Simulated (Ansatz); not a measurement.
# Ytterbium, fcc under BLYP: ground state and equation of state, part 1 of 2

Aim: take ytterbium in the fcc structure, relax it, solve it on a dense k-mesh, switch on spin-orbit coupling, then scale the cell to 7 volumes from 88 to 112 % of the relaxed one and try a fit of the equation of state. The start is ferromagnetic. The k-meshes are 10×10×10 for the relaxation; 17×17×17 for the dense run; 10×10×10 for spin-orbit coupling; 17×17×17 for the volumes. It starts from a deposited cell (COD).

Program: Ansatz 0.2.0. Level of theory: DFT BLYP, plane waves (420 eV) with PAW, scalar-relativistic; PBE-made PAW files. These are calculated values, not measurements.

## 1. Starting point

Symmetry: Fm-3m, No. 225, cubic system. Conventional cell: a = 5.486 Å, b = 5.486 Å, c = 5.486 Å, α = 90.00°, β = 90.00°, γ = 90.00°. Yb (site symmetry m-3m) is surrounded by 12 Yb at 3.88 Å.

As a file:

```xyz
1
Lattice="0.0000 2.7431 2.7431 2.7431 0.0000 2.7431 2.7431 2.7431 0.0000" Properties=species:S:1:pos:R:3 pbc="T T T"
Yb    0.0000    0.0000    0.0000
```

The atoms start with moments of +1 μB.

## 2. Relaxing cell and atoms

Contents of input.yaml:

```yaml
crystal:
  lattice:
    - [0.0, 2.7431, 2.7431]
    - [2.7431, 0.0, 2.7431]
    - [2.7431, 2.7431, 0.0]
  atoms:
    - { symbol: Yb, position: [0.0, 0.0, 0.0], spin: 1.0 }
hamiltonian:
  xc: blyp
  pseudopotentials:
    kind: paw
    azcp:
      Yb: "pseudopotentials/Yb.paw.azcp"
basis:
  ecutwfc: 420
  fft_grid_basis: typed
kpoints:
  mp_grid: { grid: [10, 10, 10], shift: [0, 0, 0] }
magnetization:
  spin_polarized: true
scf:
  occupations: { method: fermi_dirac, width: 0.05 }
relax:
  max_steps: 60
  f_tol: 0.01
  cell: {}
```

Log:

```text
Warning: where an SCF of this run starts from atoms to list the orders of its open shells, Yb (site 0, from 0) starts with 0.44 μB on its 4f shell and 0.44 μB on its 5d shell, in the place of the 1.00 μB that the deck gives it: its open shells can hold no more by Hund's first rule. To start from spheres of the given moment, type scf.initial_density.shell_occupations: []
Warning: RAYON_NUM_THREADS=4 ignored (pool sized by the plan → 4); use --threads N
Engine: ansatz 0.2.0, aarch64-unknown-linux-gnu
Pseudopotentials: kind: paw
Pseudopotential: Yb, paw, valence charge 24, recommended cutoff 420 eV (normal), <dir>
Functional definition: BLYP
  parameter beta = 0.0042
  parameter a = 0.04918
  parameter b = 0.132
  parameter c = 0.2533
  parameter d = 0.349
  exchange = b88_x(beta = beta)
  correlation = lyp_c(a = a, b = b, c = c, d = d)
Crystal: 1 atoms, lattice volume = 41.281 Å³
Basis set: ecut = 420 eV, 869 PW (Γ), exchange–correlation on 54×54×54 points (8 copies of the dense FFT grid, shifted against one another)
Bands: 17, of which v1, the nominal top of the filled ones, is band 12 counted from 1 (11 counted from 0)
Symmetry: 48 space group operations
Space group: Fm-3m (ITA 225), of the structure as read, at distance tolerance 3.5e-5 Å
Magnetic group: BNS 225.116 (UNI 1618), of the structure as read, at distance tolerance 3.5e-5 Å
k-points: 47 of 1000
Non-local potential: Yb, projectors of the file, l = 0: 3, l = 1: 2, l = 2: 2, l = 3: 3
PAW form: soft (Blöchl's): semilocal exchange-correlation on the pseudo side does not see the compensation charge
PAW frozen core: Yb, regenerated for the run's functional, and the local potential with it (the file was generated under x = pbe(κ = 0.804, μ = 0.2195149727645171), c = pbe(β = 0.06672455060314922))
PAW one-centre angular grid: Yb, 590 points (default); XC on 64 Gauss nodes
Initial density: superposition of atomic densities (chi_scale 0.1, normalization cell)
Starting moments: Σ|m| = 1 μB on 1 of 1 site
Initial wavefunctions: pseudopotential atomic-orbital guess
Functional: x = b88, c = lyp
iter 1 solved again at ethr=9.36e-5 eV; its pass at ethr=3.10e-3 eV (dr2=2.25e-2 eV) is discarded
SCF iter   1: F=—  HF=-13818.120389 eV  |F-HF|=—  |Δ(HF+E_count)|=         —  Δρ=2.73e-2 (↑2.73e-2 ↓2.26e-2)  dr2=2.28e-2  dr2_m=2.33e-1  M=0.289 μB ∫|m|=0.289 μB  β_m=0.30  ethr=9.36e-5  ⟨swp⟩=2.0  Hψ=11494  notcnv=0
Mixer restart at iter 1: flushing history
preconditioner: auto → Kerker (q_TF=auto, 2.492 Å⁻¹)  [metal: Δε(μ)=0.005 eV  Ē_g=10.022 eV  σ=0.050 eV  W_gap=0.03  n_scr=14 (ndim 8)  ℏωp=27.1 eV  f_vac=0.000  D(μ)=4.10/eV (n_scr^D=58)]
spin=Collinear: Kerker preconditioning applied to the charge; magnetization (m = ρ↑ − ρ↓) channel mixes plain (no charge-response kernel on spin).
SCF iter   2: F=—  HF=-13818.131182 eV  |F-HF|=—  |Δ(HF+E_count)|=   1.08e-2  Δρ=2.14e-2 (↑2.00e-2 ↓2.14e-2)  dr2=9.15e-3  dr2_m=1.60e-1  M=0.220 μB ∫|m|=0.220 μB  β_m=0.55  ethr=9.36e-5  ⟨swp⟩=2.1  Hψ=2553  notcnv=0
SCF iter   3: F=—  HF=-13818.395610 eV  |F-HF|=—  |Δ(HF+E_count)|=   2.64e-1  Δρ=1.14e-2 (↑1.14e-2 ↓3.36e-3)  dr2=5.36e-2  dr2_m=7.88e-3  M=0.043 μB ∫|m|=0.051 μB  β_m=0.48  ethr=3.81e-5  ⟨swp⟩=4.9  Hψ=5922  notcnv=0  defer=8
SCF iter   4: F=—  HF=-13818.280404 eV  |F-HF|=—  |Δ(HF+E_count)|=   1.15e-1  Δρ=8.92e-3 (↑8.92e-3 ↓1.21e-3)  dr2=3.32e-2  dr2_m=7.14e-3  M=0.009 μB ∫|m|=0.028 μB  β_m=0.73  ethr=3.81e-5  ⟨swp⟩=3.5  Hψ=5317  notcnv=0  defer=14
SCF iter   5: F=—  HF=-13818.285142 eV  |F-HF|=—  |Δ(HF+E_count)|=   4.74e-3  Δρ=5.99e-3 (↑1.00e-3 ↓5.99e-3)  dr2=1.41e-2  dr2_m=3.80e-3  M=0.024 μB ∫|m|=0.028 μB  β_m=0.86  ethr=3.81e-5  ⟨swp⟩=2.7  Hψ=3556  notcnv=0  defer=14
SCF iter   6: F=—  HF=-13818.307077 eV  |F-HF|=—  |Δ(HF+E_count)|=   2.19e-2  Δρ=4.34e-3 (↑4.06e-3 ↓4.34e-3)  dr2=1.81e-3  dr2_m=6.41e-3  M=-0.008 μB ∫|m|=0.008 μB  β_m=0.85  ethr=3.81e-5  ⟨swp⟩=3.2  Hψ=4205  notcnv=0  defer=14
SCF iter   7: F=—  HF=-13818.310657 eV  |F-HF|=—  |Δ(HF+E_count)|=   3.58e-3  Δρ=9.74e-4 (↑7.59e-4 ↓9.74e-4)  dr2=1.63e-3  dr2_m=1.00e-5  M=0.003 μB ∫|m|=0.004 μB  β_m=0.88  ethr=7.53e-6  ⟨swp⟩=2.6  Hψ=4291  notcnv=0  defer=18
SCF iter   8: F=—  HF=-13818.310453 eV  |F-HF|=—  |Δ(HF+E_count)|=   2.04e-4  Δρ=1.05e-3 (↑3.44e-4 ↓1.05e-3)  dr2=3.04e-4  dr2_m=1.73e-4  M=0.003 μB ∫|m|=0.003 μB  β_m=0.94  ethr=6.77e-6  ⟨swp⟩=2.1  Hψ=2356  notcnv=0  defer=15
SCF iter   9: F=—  HF=-13818.310575 eV  |F-HF|=—  |Δ(HF+E_count)|=   1.23e-4  Δρ=2.92e-4 (↑2.92e-4 ↓2.00e-4)  dr2=4.26e-6  dr2_m=2.23e-5  M=0.001 μB ∫|m|=0.001 μB  β_m=0.97  ethr=1.27e-6  ⟨swp⟩=2.4  Hψ=2944  notcnv=0  defer=14
SCF iter  10: F=—  HF=-13818.310577 eV  |F-HF|=—  |Δ(HF+E_count)|=   1.94e-6  Δρ=3.11e-5 (↑1.22e-5 ↓3.11e-5)  dr2=6.23e-7  dr2_m=5.90e-8  M=0.000 μB ∫|m|=0.000 μB  β_m=0.98  ethr=1.78e-8  ⟨swp⟩=2.9  Hψ=3142  notcnv=0  defer=14
SCF iter  11: F=—  HF=-13818.310578 eV  |F-HF|=—  |Δ(HF+E_count)|=   4.23e-7  Δρ=8.16e-6 (↑8.16e-6 ↓7.05e-6)  dr2=1.05e-7  dr2_m=2.03e-9  M=0.000 μB ∫|m|=0.000 μB  β_m=0.99  ethr=2.60e-9  ⟨swp⟩=2.7  Hψ=3047  notcnv=0  defer=14
SCF iter  12: F=—  HF=-13818.310578 eV  |F-HF|=—  |Δ(HF+E_count)|=   9.72e-8  Δρ=3.67e-6 (↑3.67e-6 ↓3.57e-6)  dr2=2.38e-8  dr2_m=5.93e-11  M=0.000 μB ∫|m|=0.000 μB  β_m=1.00  ethr=4.37e-10  ⟨swp⟩=2.4  Hψ=2651  notcnv=0  defer=14
iter 13 did not close the SCF: its close was put off for a magnetic moment that had not settled (scf_convergence_deferred on its scf_iter line)
SCF iter  13: F=-13818.310578 eV  HF=-13818.310578 eV  |F-HF|=9.04e-8  |Δ(HF+E_count)|=   1.97e-8  Δρ=7.49e-6 (↑7.49e-6 ↓6.91e-6)  dr2=7.47e-8  dr2_m=3.43e-11  M=-0.000 μB ∫|m|=0.000 μB  β_m=1.00  ethr=9.92e-11  ⟨swp⟩=3.4  Hψ=6459  notcnv=0
SCF iter  14: F=-13818.310578 eV  HF=-13818.310578 eV  |F-HF|=3.75e-9  |Δ(HF+E_count)|=   6.96e-9  Δρ=1.41e-6 (↑1.41e-6 ↓1.33e-6)  dr2=2.74e-9  dr2_m=8.85e-13  M=-0.000 μB ∫|m|=0.000 μB  ethr=9.92e-11  ⟨swp⟩=2.9  Hψ=5848  notcnv=0
WARN: the starting moments were not kept: the SCF closed with an absolute magnetisation of 3.3e-6 μB, where they sum to 1 μB in size (1 site). That is at most 0.1 of that sum. Measured as dr2_m measures the in/out step, that magnetisation stands 1.5e-12 eV from none, at or under the dr2_threshold of 1.0e-7 eV: it is no larger than a step whose dr2_m would equal this threshold. The system may hold no moment; this SCF shows only that its start led to no more than that. To try another start: raise the starting moments (crystal.atoms[].spin, magnetization.per_species, magnetization.initial_magnetization, or on a non-collinear deck that types none of these the spinor_matrix: blocks that start its atoms; where the total moment is fixed, keep their sum and leave initial_magnetization as it is; typed ones take the place of any that the run laid by itself, positive ones on a crystal's lanthanoids without a Hubbard term where scf.initial_density.shell_occupations: [] is typed) or, if the notice of its spin-set hold's release reads "site moments contracting" or "site moments show no strong build", lengthen the hold (scf.mixing.spin_hold: { on: { confirm: 4 } }; for m-r²SCAN on two components see the key's manual first). Each may lead to a state that holds a moment. A second SCF, from the converged charge density, with the starting moments and any scf.initial_density.shell_occupations laid on it anew, would have followed, and was not run: the deck does not ask for one (magnetization.retry_lost_moments is false, the default). To let it run, set magnetization.retry_lost_moments: true and run the deck again, where that key's refused combinations let it; where memory then withholds it, that run's warning says so.
SCF 1 converged in 14 iterations: F = -13818.310578 eV  dr2 = 2.74e-9
relax step   1: F+E_penalty+E_count = -13818.31057777 eV  Δ(F+E_penalty+E_count) = +0.000e0 eV  max|allowed force component| = 0.000e0 eV/Å  Δτ_max = 0.0000 Å  P = -1.420 GPa  Ω = 41.281 Å³  (14 SCF iters, dr2 threshold 1.00e-7 eV, accepted)
[... 23 lines left out ...]
relax step   2: F+E_penalty+E_count = -13818.32218152 eV  Δ(F+E_penalty+E_count) = -1.160e-2 eV  max|allowed force component| = 0.000e0 eV/Å  Δτ_max = 0.0000 Å  P = -0.983 GPa  Ω = 39.819 Å³  energy of the carried Pulay correction = +5.627e-4 eV  (11 SCF iters, dr2 threshold 1.00e-7 eV, accepted)
[... 21 lines left out ...]
relax step   3: F+E_penalty+E_count = -13818.33120223 eV  Δ(F+E_penalty+E_count) = -9.021e-3 eV  max|allowed force component| = 0.000e0 eV/Å  Δτ_max = 0.0000 Å  P = +0.213 GPa  Ω = 36.879 Å³  energy of the carried Pulay correction = +1.805e-3 eV  (13 SCF iters, dr2 threshold 1.00e-7 eV, accepted)
[... 15 lines left out ...]
relax step   4: F+E_penalty+E_count = -13818.33127465 eV  Δ(F+E_penalty+E_count) = -7.242e-5 eV  max|allowed force component| = 0.000e0 eV/Å  Δτ_max = 0.0000 Å  P = -0.019 GPa  Ω = 37.370 Å³  energy of the carried Pulay correction = +1.586e-3 eV  (9 SCF iters, dr2 threshold 1.00e-7 eV, accepted)
[... 16 lines left out ...]
relax step   5: F+E_penalty+E_count = -13818.33014744 eV  Δ(F+E_penalty+E_count) = +1.127e-3 eV  max|allowed force component| = 0.000e0 eV/Å  Δτ_max = 0.0000 Å  P = -0.059 GPa  Ω = 37.370 Å³  stress off target by 5.89e-2 GPa  SCF on the basis re-selected at this cell (its energy is not comparable with the rows above)  (10 SCF iters)
[... 17 lines left out ...]
relax step   6: F+E_penalty+E_count = -13818.33021498 eV  Δ(F+E_penalty+E_count) = -6.754e-5 eV  max|allowed force component| = 0.000e0 eV/Å  Δτ_max = 0.0000 Å  P = -0.003 GPa  Ω = 37.248 Å³  energy of the carried Pulay correction = +4.410e-5 eV  (9 SCF iters, dr2 threshold 8.68e-9 eV, accepted)
[... 12 lines left out ...]
relax step   7: F+E_penalty+E_count = -13818.33016088 eV  Δ(F+E_penalty+E_count) = +5.410e-5 eV  max|allowed force component| = 0.000e0 eV/Å  Δτ_max = 0.0000 Å  P = -0.004 GPa  Ω = 37.248 Å³  stress off target by 4.08e-3 GPa  SCF on the basis re-selected at this cell (its energy is not comparable with the rows above)  (7 SCF iters)
basis re-selected at this cell: Δ(F+E_penalty+E_count) = +5.410e-5 eV, ΔP = -0.001 GPa vs the last step (what re-selecting the basis moved, of the pressure what is left beyond the Pulay correction that the steps carried, after the strain that the cell walked since its last selection, with what the two solves' SCF thresholds leave and, on support functions, any second-order correction that the steps lacked; it is no measure of the basis error at this ecutwfc). This SCF's stress stands 4.08e-3 GPa from its target on what of the cell is left free (relax.cell.stress_tol is 5.00e-2 GPa) and its largest allowed force component is 0.00e0 eV/Å (relax.f_tol is 1.00e-2 eV/Å): within both
SCF converged after 7 iterations
Magnetization: -0.0000 μB (12.0000 up, 12.0000 down)
Absolute magnetization: 0.0000 μB (∫|ρ↑−ρ↓|, with the PAW one-centre terms)
Spin contamination: 0.0000 ħ² per cell (⟨S²⟩ above its minimum at these occupations)
Per-site moments (μB) at R_I (Å): [(-2.5259865850449474e-8, 1.5463137047990339)]
Free energy (F): -13818.330161 eV
Harris-Foulkes:  -13818.330161 eV  (|F-HF|=3.64e-12)
Internal energy: -13818.319992 eV  (E = F + TS)
E sigma→0 (E₀):  -13818.325076 eV
Entropy (-TS):   -0.010169 eV (-10.169 meV/atom)
Fermi energy:    10.726560 eV
--- Per-component energies (eV) ---
  E_band       = -0.687539
  E_kinetic    = 352.882369
  E_local      = -6361.032147  (includes V_loc(G=0)·N_el)
  E_nonlocal   = 548.514571
  E_hartree    = 2769.439013
  E_xc         = -159.903425
  E_vxc        = -198.821356  (∫ρ·V_xc dr)
  E_paw        = -7381.645129  (= ΣΔE_a)
  E_vpaw       = 118.890750  (= ΣTr[D̂ρ^β])
  E_aug_tail   = 0.000003  (compensation charges beyond the density's cutoff)
  E_ewald      = -3586.591484
  E_core_change = 0.016237  (= ΣΔE_core)
  E_smearing   = -0.010169  (= −TS)
  E_closure    = 0.000000  (closes the sum)
  Σ components = -13818.330161   (vs F -13818.330161, Δ=0.00e0)
--- Forces (eV/Å), atoms counted from 1 ---
  atom   1  Yb     0.00000000     0.00000000     0.00000000
  max |Σ_I F_I| component: 7.89e-30 eV/Å
--- Stress (GPa, compression-positive) ---
       -0.004078       0.000000      -0.000000
        0.000000      -0.004078      -0.000000
       -0.000000      -0.000000      -0.004078
  P = ⅓ Tr σ = -0.0041 GPa (-0.041 kbar)
--- Relaxed structure (5 steps of the walk, 5 accepted, 2 SCFs on fresh bases) ---
  F+E_penalty+E_count = -13818.33016088 eV   max|allowed force component| = 0.000e0 eV/Å   (the final SCF, on the basis selected at the relaxed cell)
  cell:  # Å, volume = 37.2483 Å³
    - [-2.239177164086053e-34, 2.6506882581941578, 2.6506882581941578]
    - [2.6506882581941578, 1.3196217425244264e-34, 2.6506882581941578]
    - [2.6506882581941578, 2.6506882581941578, 2.5516667758484944e-34]
  atoms:
    - { symbol: Yb, position: [0.0, 0.0, 0.0] }
```

Wall time 12 s (4 threads of an Arm CPU, shared host); peak memory 0.36 GiB.

The steps of the relaxation:

| step | energy change (meV/atom) | largest force (eV/Å) | pressure (GPa) | volume (Å³/atom) |
| --- | --- | --- | --- | --- |
| 1 | 0.00 | 0.0000 | -1.42 | 41.281 |
| 2 | -11.60 | 0.0000 | -0.98 | 39.819 |
| 3 | -20.62 | 0.0000 | 0.21 | 36.879 |
| 4 | -20.70 | 0.0000 | -0.02 | 37.370 |
| 5 | -19.57 | 0.0000 | -0.06 | 37.370 |
| 6 | -19.64 | 0.0000 | 0.00 | 37.248 |
| 7 | -19.58 | 0.0000 | 0.00 | 37.248 |

Steps that repeat a cell are solved on a basis chosen anew, so their changes of energy are no gain of the relaxation.

Changes in the cell that was computed:

|  | before | after | change |
| --- | --- | --- | --- |
| a (Å) | 3.879 | 3.749 | -3.4 % |
| b (Å) | 3.879 | 3.749 | -3.4 % |
| c (Å) | 3.879 | 3.749 | -3.4 % |
| volume (Å³/atom) | 41.281 | 37.248 | -9.8 % |
| shortest distance (Å) | 3.879 | 3.749 | -3.4 % |
| space group (spins left aside) | Fm-3m | Fm-3m | same |

## 3. Single point on a dense mesh

Contents of input.yaml:

```yaml
crystal:
  lattice:
    - [0.0, 2.6506882582, 2.6506882582]
    - [2.6506882582, 0.0, 2.6506882582]
    - [2.6506882582, 2.6506882582, 0.0]
  atoms:
    - { symbol: Yb, position: [0.0, 0.0, 0.0], spin: 1.0 }
hamiltonian:
  xc: blyp
  pseudopotentials:
    kind: paw
    azcp:
      Yb: "pseudopotentials/Yb.paw.azcp"
basis:
  ecutwfc: 420
  fft_grid_basis: typed
kpoints:
  mp_grid: { grid: [17, 17, 17], shift: [0, 0, 0] }
magnetization:
  spin_polarized: true
scf:
  occupations: { method: fermi_dirac, width: 0.05 }
```

Log, cut to the lines that bear on the results:

```text
Warning: where an SCF of this run starts from atoms to list the orders of its open shells, Yb (site 0, from 0) starts with 0.44 μB on its 4f shell and 0.44 μB on its 5d shell, in the place of the 1.00 μB that the deck gives it: its open shells can hold no more by Hund's first rule. To [...]
Warning: RAYON_NUM_THREADS=4 ignored (pool sized by the plan → 4); use --threads N
[...]
[... 3 set-up lines as earlier in the session ...]
[...]
Crystal: 1 atoms, lattice volume = 37.248 Å³
Basis set: ecut = 420 eV, 725 PW (Γ), exchange–correlation on 54×54×54 points (8 copies of the dense FFT grid, shifted against one another)
Bands: 17, of which v1, the nominal top of the filled ones, is band 12 counted from 1 (11 counted from 0)
[... 1 set-up line as earlier in the session ...]
Space group: Fm-3m (ITA 225), of the structure as read, at distance tolerance 3.3e-5 Å
Magnetic group: BNS 225.116 (UNI 1618), of the structure as read, at distance tolerance 3.3e-5 Å
k-points: 165 of 4913
[...]
Starting moments: Σ|m| = 1 μB on 1 of 1 site
[...]
SCF iter   1: F=—  HF=-13818.203227 eV  |F-HF|=—  |Δ(HF+E_count)|=         —  Δρ=3.38e-2 (↑3.38e-2 ↓2.51e-2)  dr2=3.49e-2  dr2_m=2.94e-1  M=0.242 μB ∫|m|=0.242 μB  β_m=0.30  ethr=1.42e-4  ⟨swp⟩=2.0  Hψ=38260  notcnv=0
[...]
spin=Collinear: Kerker preconditioning applied to the charge; magnetization (m = ρ↑ − ρ↓) channel mixes plain (no charge-response kernel on spin).
[...]
SCF iter  15: F=-13818.330249 eV  HF=-13818.330249 eV  |F-HF|=6.38e-9  |Δ(HF+E_count)|=  1.93e-10  Δρ=2.09e-6 (↑1.87e-6 ↓2.09e-6)  dr2=4.91e-9  dr2_m=4.23e-12  M=-0.000 μB ∫|m|=0.000 μB  ethr=1.39e-11  ⟨swp⟩=1.8  Hψ=14853  notcnv=0
[...]
WARN: the starting moments were not kept: the SCF closed with an absolute magnetisation of 6.6e-7 μB, where they sum to 1 μB in size (1 site). That is at most 0.1 of that sum. Measured as dr2_m measures the in/out step, that magnetisation stands 3.0e-13 eV from none, at or under the [...]
SCF converged after 15 iterations
Magnetization: -0.0000 μB (12.0000 up, 12.0000 down)
Absolute magnetization: 0.0000 μB (∫|ρ↑−ρ↓|, with the PAW one-centre terms)
Spin contamination: 0.0000 ħ² per cell (⟨S²⟩ above its minimum at these occupations)
Per-site moments (μB) at R_I (Å): [(-2.0003889099753607e-7, 1.546313704802442)]
Free energy (F): -13818.330249 eV
[...]
E sigma→0 (E₀):  -13818.325275 eV
Entropy (-TS):   -0.009949 eV (-9.949 meV/atom)
Fermi energy:    10.722532 eV
[...]
```

Run time: 7.4 s. Hardware: 4 threads of an Arm CPU, shared host; peak memory 0.44 GiB.

## 4. With spin-orbit coupling

Contents of input.yaml:

```yaml
crystal:
  lattice:
    - [0.0, 2.6506882582, 2.6506882582]
    - [2.6506882582, 0.0, 2.6506882582]
    - [2.6506882582, 2.6506882582, 0.0]
  atoms:
    - { symbol: Yb, position: [0.0, 0.0, 0.0], spin: 1.0, spin_axis: [0, 0, 1] }
hamiltonian:
  xc: blyp
  pseudopotentials:
    kind: paw_fr
    azcp:
      Yb: "pseudopotentials/Yb.paw.azcp"
basis:
  ecutwfc: 420
  fft_grid_basis: typed
kpoints:
  mp_grid: { grid: [10, 10, 10], shift: [0, 0, 0] }
magnetization:
  noncollinear: true
  spin_orbit: true
scf:
  occupations: { method: fermi_dirac, width: 0.05 }
```

Log, cut to the lines that bear on the results:

```text
Warning: RAYON_NUM_THREADS=4 ignored (pool sized by the plan → 4); use --threads N
[...]
Pseudopotentials: kind: paw_fr
Pseudopotential: Yb, paw_fr, valence charge 24, recommended cutoff 420 eV (normal), <dir>
[... 1 set-up line as earlier in the session ...]
[...]
Crystal: 1 atoms, lattice volume = 37.248 Å³
Basis set: ecut = 420 eV, 725 PW (Γ), exchange–correlation on 54×54×54 points (8 copies of the dense FFT grid, shifted against one another)
Bands: 32, of which v1, the nominal top of the filled ones, is band 24 counted from 1 (23 counted from 0)
Symmetry: 8 space group operations + 8 with time reversal
Magnetic group: BNS 139.537 (UNI 1197), of the structure as read, at distance tolerance 3.3e-5 Å
k-points: 102 of 1000 (time reversal used)
Projection manifold: j_resolved (fully-relativistic pseudo-atomic orbitals)
[...]
Starting moments: Σ|m| = 1 μB on 1 of 1 site
[...]
SCF iter  21: F=-13834.485737 eV  HF=-13834.485737 eV  |F-HF|=3.13e-9  |Δ(HF+E_count)|=  3.55e-10  Δρ=2.57e-6  dr2=2.23e-9  dr2_m=1.63e-11  ethr=2.15e-11  |M|=6.50e-6 ∫|m|=1.60e-5 μB  |m|>n=0.0e0 m-floor=0.0e0 τ_xc=2.7e-14  ⟨swp⟩=1.9  Hψ=7517  notcnv=0
WARN: the starting moments were not kept: the SCF closed with an absolute magnetisation of 1.5e-5 μB, where they sum to 1 μB in size (1 site). That is at most 0.1 of that sum. Measured as dr2_m measures the in/out step, that magnetisation stands 7.8e-11 eV from none, at or under the [...]
SCF converged after 21 iterations
Stability not checked: this state was not tested for a lower state beside it, because this non-collinear magnet's GGA is evaluated by the locally collinear projection, under which the energy is not smooth in the magnetisation (locally_collinear_gga; see scf.lower_state_search)
Magnetization: |M| = 0.0000 μB,  M = (+0.0000, +0.0000, +0.0000) μB
Absolute magnetization: 0.0000 μB (∫|m|, with the PAW one-centre terms)
  site 0: m = (+0.0000, +0.0000, +0.0000) μB, |m| = 0.0000 μB  (R = 1.55 Å)
Free energy (F): -13834.485737 eV
[...]
E sigma→0 (E₀):  -13834.473241 eV
Entropy (-TS):   -0.024993 eV (-24.993 meV/atom)
Fermi energy:    10.742224 eV
[...]
```

Wall time 22 s (4 threads of an Arm CPU, shared host); peak memory 0.63 GiB.

Side by side:

|  | scalar-relativistic | with spin-orbit coupling |
| --- | --- | --- |
| k-mesh | 17×17×17 | 10×10×10 |
| gap on the mesh | none (levels filled in part) | none (levels filled in part) |
| magnetic state | non-magnetic | non-magnetic |

The meshes differ, so small differences between the columns need not come from spin-orbit coupling.

(Continued in part 2 of 2.)
